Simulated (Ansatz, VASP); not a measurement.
**CsH: VASP beside Ansatz**

```
CELL_PARAMETERS angstrom
3.81841 0.00000 0.00000
0.00000 3.81841 0.00000
0.00000 0.00000 3.81841
ATOMIC_POSITIONS crystal
Cs 0.00000 0.00000 0.00000
H 0.50000 0.50000 0.53274
```

Change from the starting cell: all H atoms moved +0.125 Å, as atom 2 along Cartesian [0 0 1].

Alike in both runs: task single point; functional LDA; k mesh 8 × 8 × 8; occupations gaussian, width 0.05 eV; no spin polarisation.

|  | VASP | Ansatz |
| --- | --- | --- |
| version | VASP 6.6.1 | Ansatz 0.2.0 |
| potentials or method | VASP PAW LDA potentials, release 64 (Cs_sv, H) | scalar-relativistic, plane waves, PAW |
| plane-wave cutoff (eV) | 520 | 420 |
| valence electrons in the cell | 10 | 10 |

Ansatz gave:

- gap on the k mesh at the Fermi level (eV): 2.33
- least direct gap on the mesh (eV): 2.51
- pressure (GPa): -1.9
- rms of the force components (eV/Å): 0.021

Problem. Estimate VASP's values.

Solution. gap on the k mesh at the Fermi level (eV): 2.30; least direct gap on the mesh (eV): 2.47; pressure (GPa): -1.8; rms of the force components (eV/Å): 0.022.

Atom by atom the forces differ by 0.001 eV/Å (rms over components).

Caveats: spin-orbit coupling is left out, which moves the levels of the heavy elements. A k mesh can miss the band edges.
